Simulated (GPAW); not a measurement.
# InPd (Pm-3m) in GPAW: a series of runs

The runs below take InPd through band structure, with LDA, PBE.

Everything below comes from runs of GPAW 26.7.0. Logs are shortened: lines on timing, memory, paths and dates and some standing lists are left out, and cuts for length are marked. The log counts tension as positive stress, the text compression.

### Step 1. Starting point

The structure is cubic, space group Pm-3m (No. 221). Conventional cell: a = 3.272 Å, b = 3.272 Å, c = 3.272 Å, α = 90.00°, β = 90.00°, γ = 90.00°. Around In (site symmetry m-3m) lie 8 Pd at 2.83 Å. Pd (site symmetry m-3m) is surrounded by 8 In at 2.83 Å.

The cell comes from a database or a generator and needn't be the stable form of this composition.

### Step 2. Band structure, LDA

Contents of run.py:

```python
from ase.dft.bandgap import bandgap
from ase.io import read, write
from ase.units import GPa
from gpaw import GPAW, PW

atoms = read('POSCAR')

calc = GPAW(mode=PW(600),
            xc='LDA',
            kpts={'size': (8, 8, 8), 'gamma': True},
            occupations={'name': 'fermi-dirac', 'width': 0.05},
            nbands=26,
            convergence={'density': 1e-05, 'energy': 1e-05},
            maxiter=150,
            txt='gpaw.txt')
atoms.calc = calc
energy = atoms.get_potential_energy()
forces = atoms.get_forces()
stress = atoms.get_stress()
calc.write('gs.gpw')
write('result.traj', atoms)
print(f'Energy: {energy:.6f} eV')
print('Forces (eV/A):')
print(forces.round(4))
print('Stress (GPa):', (stress / GPa).round(3))
print('Fermi level:', round(calc.get_fermi_level(), 4), 'eV')
print(f'Gap: {bandgap(calc)[0]:.4f} eV, direct: {bandgap(calc, direct=True)[0]:.4f} eV')

path = atoms.cell.bandpath('GXMGRX,MR', npoints=100, eps=1e-4)
bs_calc = calc.fixed_density(kpts=path, symmetry='off', nbands=38,
                             convergence={'bands': 'CBM+6.0', 'eigenstates': 1e-6}, txt='bands.txt')
bs = bs_calc.band_structure()
bs.write('bs.json')
print(f'Gap on the path: {bandgap(bs_calc)[0]:.4f} eV')
```

Contents of POSCAR:

```
InPd
1.0
    3.2718847800      0.0000000000      0.0000000000
    0.0000000000      3.2718847800      0.0000000000
    0.0000000000      0.0000000000      3.2718847800
In Pd
1 1
Direct
    0.0000000000      0.0000000000      0.0000000000
    0.5000000000      0.5000000000      0.5000000000
```

Potentials or basis: the program's PAW data sets (release 1.2.1) made for this functional, pw.

Run with:

```bash
$ OMP_NUM_THREADS=1 python run.py
```

gpaw.txt:

```text
__  _  _
 | _ |_)|_||  |
 |__||  | ||/\| - 26.7.0

Input parameters:
  mode=PW(ecut=600.0),
  convergence={'density': 1e-05, 'energy': 1e-05},
  kpts=MonkhorstPack(size=(8, 8, 8), gamma=True),
  maxiter=150,
  nbands=26,
  occupations=Occupations(name='fermi-dirac', width=0.05),
  xc=XC(name='LDA')

Diagonalizing LCAO Hamiltonian
Converting LCAO to pw mode
   .-------.
  /|       |
 * |       |
 | |  Pd   |
 | .-------.
 |/       /
 In------*

Atoms  # Å, Bohr magnetons
|   | symbol |        x |        y |        z |    initial magnetic moments |
|---|--------|----------|----------|----------|-----------------------------|
| 0 |     In | 0.000000 | 0.000000 | 0.000000 | ( 0.0000,  0.0000,  0.0000) |
| 1 |     Pd | 1.635942 | 1.635942 | 1.635942 | ( 0.0000,  0.0000,  0.0000) |

Unit cell  # Å
| periodic |        x |        y |        z |  lengths |    angles |
|----------|----------|----------|----------|----------|-----------|
|      yes | 3.271885 | 0.000000 | 0.000000 | 3.271885 | 90.000000 |
|      yes | 0.000000 | 3.271885 | 0.000000 | 3.271885 | 90.000000 |
|      yes | 0.000000 | 0.000000 | 3.271885 | 3.271885 | 90.000000 |

Number of symmetries: 48
Symmetry operations  # r_c * U_cc + t_c -> r_c
|    | kind |            matrix            |
|----|------|------------------------------|
|  0 |  E   |  1, 0, 0,  0, 1, 0,  0, 0, 1 |
|  1 |  σ   |  1, 0, 0,  0, 1, 0,  0, 0,-1 |
|  2 |  σ   |  1, 0, 0,  0, 0, 1,  0, 1, 0 |
|  3 |  C4  |  1, 0, 0,  0, 0, 1,  0,-1, 0 |
|  4 |  C4  |  1, 0, 0,  0, 0,-1,  0, 1, 0 |
|  5 |  σ   |  1, 0, 0,  0, 0,-1,  0,-1, 0 |
|  6 |  σ   |  1, 0, 0,  0,-1, 0,  0, 0, 1 |
|  7 |  C2  |  1, 0, 0,  0,-1, 0,  0, 0,-1 |
|  8 |  σ   |  0, 1, 0,  1, 0, 0,  0, 0, 1 |
|  9 |  C2  |  0, 1, 0,  1, 0, 0,  0, 0,-1 |
| 10 |  C3  |  0, 1, 0,  0, 0, 1,  1, 0, 0 |
| 11 |  S6  |  0, 1, 0,  0, 0, 1, -1, 0, 0 |
| 12 |  S6  |  0, 1, 0,  0, 0,-1,  1, 0, 0 |
| 13 |  C3  |  0, 1, 0,  0, 0,-1, -1, 0, 0 |
| 14 |  C4  |  0, 1, 0, -1, 0, 0,  0, 0, 1 |
| 15 |  S4  |  0, 1, 0, -1, 0, 0,  0, 0,-1 |
| 16 |  C3  |  0, 0, 1,  1, 0, 0,  0, 1, 0 |
| 17 |  S6  |  0, 0, 1,  1, 0, 0,  0,-1, 0 |
| 18 |  σ   |  0, 0, 1,  0, 1, 0,  1, 0, 0 |
| 19 |  C4  |  0, 0, 1,  0, 1, 0, -1, 0, 0 |
| 20 |  C2  |  0, 0, 1,  0,-1, 0,  1, 0, 0 |
| 21 |  S4  |  0, 0, 1,  0,-1, 0, -1, 0, 0 |
| 22 |  S6  |  0, 0, 1, -1, 0, 0,  0, 1, 0 |
| 23 |  C3  |  0, 0, 1, -1, 0, 0,  0,-1, 0 |
| 24 |  S6  |  0, 0,-1,  1, 0, 0,  0, 1, 0 |
| 25 |  C3  |  0, 0,-1,  1, 0, 0,  0,-1, 0 |
| 26 |  C4  |  0, 0,-1,  0, 1, 0,  1, 0, 0 |
| 27 |  σ   |  0, 0,-1,  0, 1, 0, -1, 0, 0 |
| 28 |  S4  |  0, 0,-1,  0,-1, 0,  1, 0, 0 |
| 29 |  C2  |  0, 0,-1,  0,-1, 0, -1, 0, 0 |
| 30 |  C3  |  0, 0,-1, -1, 0, 0,  0, 1, 0 |
| 31 |  S6  |  0, 0,-1, -1, 0, 0,  0,-1, 0 |
| 32 |  C4  |  0,-1, 0,  1, 0, 0,  0, 0, 1 |
| 33 |  S4  |  0,-1, 0,  1, 0, 0,  0, 0,-1 |
| 34 |  S6  |  0,-1, 0,  0, 0, 1,  1, 0, 0 |
| 35 |  C3  |  0,-1, 0,  0, 0, 1, -1, 0, 0 |
| 36 |  C3  |  0,-1, 0,  0, 0,-1,  1, 0, 0 |
| 37 |  S6  |  0,-1, 0,  0, 0,-1, -1, 0, 0 |
| 38 |  σ   |  0,-1, 0, -1, 0, 0,  0, 0, 1 |
| 39 |  C2  |  0,-1, 0, -1, 0, 0,  0, 0,-1 |
| 40 |  σ   | -1, 0, 0,  0, 1, 0,  0, 0, 1 |
| 41 |  C2  | -1, 0, 0,  0, 1, 0,  0, 0,-1 |
| 42 |  C2  | -1, 0, 0,  0, 0, 1,  0, 1, 0 |
| 43 |  S4  | -1, 0, 0,  0, 0, 1,  0,-1, 0 |
| 44 |  S4  | -1, 0, 0,  0, 0,-1,  0, 1, 0 |
| 45 |  C2  | -1, 0, 0,  0, 0,-1,  0,-1, 0 |
| 46 |  C2  | -1, 0, 0,  0,-1, 0,  0, 0, 1 |
| 47 |  i   | -1, 0, 0,  0,-1, 0,  0, 0,-1 |

BZ-sampling:
  Number of BZ points: 512
  Number of IBZ points: 35

  Monkhorst-Pack size: [8, 8, 8]
  Monkhorst-Pack shift: [0.0625, 0.0625, 0.0625]

K-points  # in reciprocal-cell coordinates
|     |                                coordinates |     weight |
|-----|--------------------------------------------|------------|
|   0 | (  0.00000000,   0.00000000,   0.00000000) | 0.00195312 |
|   1 | (  0.12500000,   0.00000000,   0.00000000) | 0.01171875 |
|   2 | (  0.12500000,   0.12500000,   0.00000000) | 0.02343750 |
|   3 | (  0.12500000,   0.12500000,   0.12500000) | 0.01562500 |
|   4 | (  0.25000000,   0.00000000,   0.00000000) | 0.01171875 |
|   5 | (  0.25000000,   0.12500000,   0.00000000) | 0.04687500 |
|   6 | (  0.25000000,   0.12500000,   0.12500000) | 0.04687500 |
|   7 | (  0.25000000,   0.25000000,   0.00000000) | 0.02343750 |
|   8 | (  0.25000000,   0.25000000,   0.12500000) | 0.04687500 |
|   9 | (  0.25000000,   0.25000000,   0.25000000) | 0.01562500 |
| ... |                                            |            |
|  34 | (  0.50000000,   0.50000000,   0.50000000) | 0.00195312 |

Plane wave coefficients: 1189
Cutoff: 600.0 eV

Spin-components: 1 (collinear spins)
Bands:           26
Projectors:      12
Spin-degeneracy: 2
Datatype:        complex128

Parallelization:
  kpt:    1
  domain: 1
  band:   1

Density:
  Valence electrons: 29.0
  Components: 1
  Grid points: [20 20 20]
  Charge: 0.0  # |e|

Potential:
  Grid points: [20 20 20]

species:
  In:
    name:    Indium
    Z:       49.0
    valence: 13
    core:    36
    charge:  0.0  # [|e|]
    compensation charges:
      type: gauss
      rc: 0.36  # [Å]
      lmax: 2
    cutoffs:
      filter: 2.09  # [Å]
      core: 2.48  # [Å]
    projectors
    | kind |    occ | energy [eV] | rcut [Å] |
    |------|--------|-------------|----------|
    |   5s |  2.000 |      -8.474 |    1.185 |
    |   5p |  1.000 |      -2.700 |    1.244 |
    |   4d | 10.000 |     -18.723 |    1.148 |
    |    s |        |      18.738 |    1.185 |
    |    p |        |      24.512 |    1.244 |
    |    d |        |       8.489 |    1.148 |

    Using partial waves for In as LCAO basis

  Pd:
    name:    Palladium
    Z:       46.0
    valence: 16
    core:    30
    charge:  0.0  # [|e|]
    compensation charges:
      type: gauss
      rc: 0.38  # [Å]
      lmax: 2
    cutoffs:
      filter: 2.38  # [Å]
      core: 2.28  # [Å]
    projectors
    | kind |    occ | energy [eV] | rcut [Å] |
    |------|--------|-------------|----------|
    |   5s |  0.000 |      -3.604 |    1.228 |
    |   4p |  6.000 |     -51.371 |    1.360 |
    |   5p |  0.000 |      -0.356 |    1.360 |
    |   4d | 10.000 |      -4.308 |    1.228 |
    |    s |        |      23.607 |    1.228 |
    |    d |        |      22.904 |    1.228 |

    Using partial waves for Pd as LCAO basis

Reference energy: -296932.368519  # eV

eigensolver:
  PPCG
  Converge bands: occupied
  niter=2

density mixing:
  MSR1-Mixer
  Pratt-step length: 0.05
  Maximum mixing coefficient: 0.75
  Old densities: 10
  SVD Regularization: 0.005
  Good broyden scale: 1.0
  Trust region scale: 1.0
  Backstep threshold: 4.0
  History deletion threshold: 6.0
  Fourier metric: weight=20.0, sigma=0.015

occupation numbers:
  Fermi-Dirac:
    width: 0.0500  # eV

poisson solver:
  ecut: 4800.0  # eV

xc functional:
  name: None

convergence criteria:
[... 6 lines left out ...]
|iter     | |      energy | eigst |  dens |
|---------|-|-------------|-------|-------|
|iter:   1| |  -11.540130 | +0.25 |       |
|iter:   2| |  -10.849017 | -1.97 | -1.03 |
|iter:   3| |   -9.790871 | -1.33 | -1.13 |
|iter:   4| |   -9.744636 | -2.84 | -1.66 |
|iter:   5| |   -9.724577 | -3.14 | -1.87 |
|iter:   6| |   -9.723563 | -4.45 | -2.57 |
|iter:   7| |   -9.723564 | -6.38 | -3.64 |
|iter:   8| |   -9.723567c| -6.91 | -4.10 |
|iter:   9| |   -9.723567c| -7.56c| -4.81 |
|iter:  10| |   -9.723567c| -8.28c| -5.25c|

Converged in 10 steps
Energy contributions relative to reference atoms: (reference = -296932.368519)

Energy contributions:
  Kinetic:           7.476390
  Coulomb:          -9.799125
  Zero:             -0.107559
  External:          0.000000
  Xc:               -7.288073
  Entropy:          -0.010402
  Spinorbit:         0.000000
  ----------------------------
  Free energy:      -9.728768
  Extrapolated:     -9.723567

dipole moment: (-11.052228, -11.052228, -11.052228)  # |e|*Ang

Fermi level: 9.489
Eigenvalues  # (at kpt = [0.000, 0.000, 0.000])
| band index |      eig [eV] | occ [0-2] |
|------------|---------------|-----------|
|          0 |       -40.587 |     2.000 |
|        ... |               |           |
|          6 |        -4.777 |     2.000 |
|          7 |        -4.777 |     2.000 |
|          8 |        -0.533 |     2.000 |
|          9 |         5.805 |     2.000 |
|         10 |         5.805 |     2.000 |
|         11 |         7.342 |     2.000 |
[... 8 lines left out ...]
|         20 |        25.868 |     0.000 |
|         21 |        25.868 |     0.000 |
|        ... |               |           |
|         25 |        30.771 |     0.000 |

No gap
No difference between direct/indirect transitions

Forces  # eV/Ang
|       x |       y |       z |
|---------|---------|---------|
| 0.00000 | 0.00000 | 0.00000 |  # In   0
| 0.00000 | 0.00000 | 0.00000 |  # Pd   1

Stress tensor  # eV/Ang^3
|         x |         y |        z |
|-----------|-----------|----------|
|  0.044956 | -0.000000 | 0.000000 |
| -0.000000 |  0.044956 | 0.000000 |
|  0.000000 |  0.000000 | 0.044956 |

# Writing to gs.gpw (mode='')
```

It took 25 s on 1 thread of Intel Xeon 6975P-C (Granite Rapids), shared host; peak memory 0.28 GiB.

Results:

```
Free energy             : -9.7288 eV
Pressure                : -7.2 GPa
Band gap along the path : none (metal or under the smearing width)
```

Levels at the corners of the path, in eV from the Fermi level:
| point | band 10 | band 11 | band 12 | band 13 | band 14 | band 15 | band 16 | band 17 | band 18 | band 19 |
| --- | --- | --- | --- | --- | --- | --- | --- | --- | --- | --- |
| Γ | -3.68 | -3.68 | -2.15 | -2.15 | -2.15 | 4.21 | 4.21 | 4.21 | 9.31 | 10.81 |
| X | -5.93 | -3.68 | -3.15 | -3.15 | -2.23 | -1.01 | 9.52 | 9.52 | 10.14 | 10.91 |
| M | -3.37 | -2.55 | -2.55 | -2.25 | -2.25 | -1.57 | 1.49 | 2.55 | 9.38 | 11.53 |
| Γ | -3.68 | -3.68 | -2.15 | -2.15 | -2.15 | 4.21 | 4.21 | 4.21 | 9.31 | 10.81 |
| R | -4.77 | -4.77 | -1.53 | -1.53 | -0.19 | 3.93 | 3.93 | 3.93 | 4.48 | 4.48 |
| X | -5.93 | -3.68 | -3.15 | -3.15 | -2.23 | -1.01 | 9.52 | 9.52 | 10.14 | 10.91 |
| M | -3.37 | -2.55 | -2.55 | -2.25 | -2.25 | -1.57 | 1.49 | 2.55 | 9.38 | 11.53 |
| R | -4.77 | -4.77 | -1.53 | -1.53 | -0.19 | 3.93 | 3.93 | 3.93 | 4.48 | 4.48 |

Caveat: spin-orbit coupling is left out, which moves the levels of the heavy elements.

### Step 3. Band structure, PBE

run.py: that of step 2 with these lines changed.

```diff
@@ -8,3 +8,3 @@
 calc = GPAW(mode=PW(600),
-            xc='LDA',
+            xc='PBE',
             kpts={'size': (8, 8, 8), 'gamma': True},
```

POSCAR is that of step 2.

Potentials or basis: GPAW PAW data sets (gpaw-data 1.2.1), pw.

Run with:

```bash
$ OMP_NUM_THREADS=1 python run.py
```

gpaw.txt:

```text
__  _  _
 | _ |_)|_||  |
 |__||  | ||/\| - 26.7.0

Input parameters:
  mode=PW(ecut=600.0),
  convergence={'density': 1e-05, 'energy': 1e-05},
  kpts=MonkhorstPack(size=(8, 8, 8), gamma=True),
  maxiter=150,
  nbands=26,
  occupations=Occupations(name='fermi-dirac', width=0.05),
  xc=XC(name='PBE')

Diagonalizing LCAO Hamiltonian
Converting LCAO to pw mode
   .-------.
  /|       |
 * |       |
 | |  Pd   |
 | .-------.
 |/       /
 In------*

Atoms  # Å, Bohr magnetons
|   | symbol |        x |        y |        z |    initial magnetic moments |
|---|--------|----------|----------|----------|-----------------------------|
| 0 |     In | 0.000000 | 0.000000 | 0.000000 | ( 0.0000,  0.0000,  0.0000) |
| 1 |     Pd | 1.635942 | 1.635942 | 1.635942 | ( 0.0000,  0.0000,  0.0000) |

Unit cell  # Å
| periodic |        x |        y |        z |  lengths |    angles |
|----------|----------|----------|----------|----------|-----------|
|      yes | 3.271885 | 0.000000 | 0.000000 | 3.271885 | 90.000000 |
[... 203 lines left out ...]
Energy contributions relative to reference atoms: (reference = -297202.910378)

Energy contributions:
  Kinetic:          13.824144
  Coulomb:         -15.626515
  Zero:             -0.038002
  External:          0.000000
  Xc:               -5.790075
  Entropy:          -0.010291
  Spinorbit:         0.000000
  ----------------------------
  Free energy:      -7.640738
  Extrapolated:     -7.635593

dipole moment: (-10.965015, -10.965015, -10.965015)  # |e|*Ang

Fermi level: 9.860
Eigenvalues  # (at kpt = [0.000, 0.000, 0.000])
| band index |      eig [eV] | occ [0-2] |
|------------|---------------|-----------|
|          0 |       -40.349 |     2.000 |
|        ... |               |           |
|          6 |        -4.523 |     2.000 |
|          7 |        -4.523 |     2.000 |
|          8 |        -0.107 |     2.000 |
|          9 |         6.144 |     2.000 |
|         10 |         6.144 |     2.000 |
|         11 |         7.694 |     2.000 |
[... 8 lines left out ...]
|         20 |        26.187 |     0.000 |
|         21 |        26.187 |     0.000 |
|        ... |               |           |
|         25 |        31.366 |     0.000 |

No gap
No difference between direct/indirect transitions

Forces  # eV/Ang
|        x |        y |        z |
|----------|----------|----------|
| -0.00000 | -0.00000 | -0.00000 |  # In   0
|  0.00000 | -0.00000 |  0.00000 |  # Pd   1

Stress tensor  # eV/Ang^3
|         x |         y |         z |
|-----------|-----------|-----------|
| -0.020517 |  0.000000 |  0.000000 |
|  0.000000 | -0.020517 |  0.000000 |
|  0.000000 |  0.000000 | -0.020517 |

# Writing to gs.gpw (mode='')
```

stdout:

```text
Energy: -7.635593 eV
Forces (eV/A):
[[-0. -0. -0.]
 [ 0. -0.  0.]]
Stress (GPa): [-3.287 -3.287 -3.287  0.     0.     0.   ]
Fermi level: 9.86 eV
Gap: 0.0000 eV, direct: 0.0000 eV
Gap on the path: 0.0000 eV
```

Wall time 25 s (1 thread of Intel Xeon 6975P-C (Granite Rapids), shared host); peak memory 0.28 GiB.

What came out:

| Item | Value |
| --- | --- |
| Free energy | -7.6407 eV |
| Pressure | 3.3 GPa |
| Band gap along the path | none (metal or under the smearing width) |

Levels at the corners of the path, in eV from the Fermi level:
| point | band 11 | band 12 | band 13 | band 14 | band 15 | band 16 | band 17 | band 18 |
| --- | --- | --- | --- | --- | --- | --- | --- | --- |
| Γ | -3.72 | -2.17 | -2.17 | -2.17 | 4.29 | 4.29 | 4.29 | 9.55 |
| X | -3.70 | -3.16 | -3.16 | -2.24 | -1.02 | 9.61 | 9.61 | 10.01 |
| M | -2.57 | -2.57 | -2.25 | -2.25 | -1.61 | 1.56 | 2.60 | 9.54 |
| Γ | -3.72 | -2.17 | -2.17 | -2.17 | 4.29 | 4.29 | 4.29 | 9.55 |
| R | -4.77 | -1.57 | -1.57 | 0.02 | 3.90 | 3.90 | 3.90 | 4.47 |
| X | -3.70 | -3.16 | -3.16 | -2.24 | -1.02 | 9.61 | 9.61 | 10.01 |
| M | -2.57 | -2.57 | -2.25 | -2.25 | -1.61 | 1.56 | 2.60 | 9.54 |
| R | -4.77 | -1.57 | -1.57 | 0.02 | 3.90 | 3.90 | 3.90 | 4.47 |

Caveat: spin-orbit coupling is left out, which moves the levels of the heavy elements.
